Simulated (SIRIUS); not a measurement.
Runs of SIRIUS 7.10.0 on Ni. It takes space group Im-3m (No. 229, cubic). The conventional cell has a = 2.767 Å, b = 2.767 Å, c = 2.767 Å, α = 90.00°, β = 90.00°, γ = 90.00°. Ni (site symmetry m-3m) has 8 Ni at 2.40 Å as nearest neighbours. This isn't the form of Ni at room conditions, which is fcc.

```tsv
level	potentials or basis	fixed moment (μB)	k mesh	cutoff (eV)	smearing	libxc names	pressure (GPa)	moment (μB)
PBE	PseudoDojo 0.4.1 PBE standard (scalar relativistic)	-	13 × 13 × 13	1333	fermi-dirac 0.05 eV	["XC_GGA_X_PBE", "XC_GGA_C_PBE"]	(a)	0.61
HTBS	PseudoDojo 0.5 PBE stringent (scalar relativistic)	0.0	9 × 9 × 9	1416	methfessel-paxton 0.2 eV	["XC_GGA_X_HTBS", "XC_GGA_C_PBE"]	-3.0	0.00
HTBS	PseudoDojo 0.5 PBE stringent (scalar relativistic)	1.0	9 × 9 × 9	1416	methfessel-paxton 0.2 eV	["XC_GGA_X_HTBS", "XC_GGA_C_PBE"]	(b)	1.00
HTBS	PseudoDojo 0.5 PBE stringent (scalar relativistic)	0.75	9 × 9 × 9	1416	methfessel-paxton 0.2 eV	["XC_GGA_X_HTBS", "XC_GGA_C_PBE"]	1.2	0.75
HTBS	PseudoDojo 0.5 PBE stringent (scalar relativistic)	0.25	9 × 9 × 9	1416	methfessel-paxton 0.2 eV	["XC_GGA_X_HTBS", "XC_GGA_C_PBE"]	-2.4	0.25
```

Alike in all rows: task single point; spin collinear, ferromagnetic start; cell as given.

Q: Estimate the missing entries.

A: (a) 8.0; (b) 4.3.

Caveats: the potentials were made for another functional, which shifts forces and pressure (some runs); the total moment is fixed, so each spin has its own Fermi level (some runs).
